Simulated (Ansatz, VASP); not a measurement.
**Two plane-wave programs on NaI**

```
I Na
1.0
     0.00000    3.29987    3.29987
     3.29987    0.00000    3.29987
     3.29987    3.29987    0.00000
I Na
1 1
Direct
  0.50000 0.50000 0.50000
  0.00000 0.00000 0.00000
```

Change from the starting cell: volume scaled by 1.06.

Alike in both runs: task single point; functional PBE; k mesh 7 × 7 × 7; occupations fermi-dirac, width 0.05 eV; no spin polarisation.

|  | VASP | Ansatz |
| --- | --- | --- |
| version | VASP 6.6.1 | Ansatz 0.2.0 |
| potentials or method | VASP PAW PBE potentials, release 64 (I, Na_pv) | Ansatz PAW |
| plane-wave cutoff (eV) | 520 | 420 |
| valence electrons in the cell | 14 | 26 |

|  | VASP | Ansatz | Ansatz less VASP |
| --- | --- | --- | --- |
| gap on the k mesh at the Fermi level (eV) | 3.49 | 3.50 | +0.003 |
| least direct gap on the mesh (eV) | 3.49 | 3.50 | +0.003 |
| pressure (GPa) | -0.4 | -0.5 | -0.01 |

The two sets of potentials don't hold the same shells in valence.

Caveats: spin-orbit coupling is left out, which moves the levels of the heavy elements; odd divisions of the mesh miss points on the zone boundary, where band edges often lie, so the gap on the mesh can be too wide (Ansatz).
